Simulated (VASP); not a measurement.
Crystal: CuI (pbesol).

```xyz
2
Lattice="0.0000 3.0315 3.0315 3.0315 0.0000 3.0315 3.0315 3.0315 0.0000" Properties=species:S:1:pos:R:3 pbc="T T T"
Cu    1.5157    1.5157    1.5157
I     0.0000    0.0000    0.0000
```

```yaml
Program: VASP 6.6.1
Task: relaxation of cell and atoms
Functional: PBEsol
Potentials_or_basis: VASP PAW PBE potentials, release 64 (Cu, I)
Cutoff: 600 eV
k_mesh: 8 × 8 × 8
Occupations: gaussian, width 0.02 eV
Spin: no spin polarisation
```

At the start: pressure -2.5 GPa; volume 27.86 Å³/atom.

Problem. Where does the relaxation end?

Solution. Over 5 steps the energy falls by 13.3 meV/atom and the volume is 26.25 Å³/atom (-5.8 %); space group F-43m (No. 216, to 0.05 Å).

Step by step:
```tsv
step	energy change (eV)	largest force (eV/Å)	pressure (GPa)	volume (Å³)
1	0.0000	0.0000	-2.49	55.72
2	-0.0265	0.0000	0.25	52.31
3	-0.0266	0.0000	-0.06	52.55
4	-0.0266	0.0000	0.01	52.49
5	-0.0266	0.0000	0.00	52.50
```

Final structure:
```yaml
crystal:
  lattice:
    - [0.00000, 2.97201, 2.97201]
    - [2.97201, 0.00000, 2.97201]
    - [2.97201, 2.97201, 0.00000]
  atoms:
    - { symbol: Cu, position: [0.25000, 0.25000, 0.25000] }
    - { symbol: I, position: [0.00000, 0.00000, 0.00000] }
```

Caveat: the PAW data sets were made with another functional, which shifts forces and pressure a little.
